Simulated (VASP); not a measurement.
Here is a VASP 6.6.1 calculation.

Contents of INCAR:

```
SYSTEM = BN
PREC = Accurate
ENCUT = 520
EDIFF = 1E-6
ISMEAR = 0
SIGMA = 0.05
LREAL = .False.
LASPH = .True.
NELM = 60
ALGO = Normal
ISIF = 2
LWAVE = .False.
LCHARG = .False.
GGA = PE
NBANDS = 16
```

The input KPOINTS:

```
regular mesh
0
Gamma
  6 6 6
  0 0 0
```

The input POSCAR:

```
BN
1.0
    0.0000000000     -1.8123937734     -1.8364986106
   -1.8364986106      0.0000000000     -1.8364986106
    1.8364986106      1.8123937734     -3.6729972212
B N
2 2
Direct
   -0.0063974680      0.0285243107      0.0000000000
    0.5063974680      0.4714756893      0.5000000000
    0.3684530531      0.4041907904      0.8750000000
    0.8815469469      0.8458092096      0.3750000000
```

Potentials or basis: VASP PAW PBE potentials, release 64 (B, N).

Run with:

```bash
$ cat potpaw_PBE.64/B/POTCAR potpaw_PBE.64/N/POTCAR > POTCAR
$ mpirun -np 1 vasp_std > vasp.out
```

Q: Predict the band gap on the k mesh.

A: 4.16 eV.

Q: What does it give for the pressure?

A: -9.3 GPa.

Stress tensor (GPa, compression positive):
```
-12.72   0.30  -0.53
  0.30  -3.27  -0.14
 -0.53  -0.14 -11.98
```

Caveat: the k mesh is coarse (spacing up to 0.48 Å⁻¹), so the values aren't converged. A k mesh can miss the band edges.
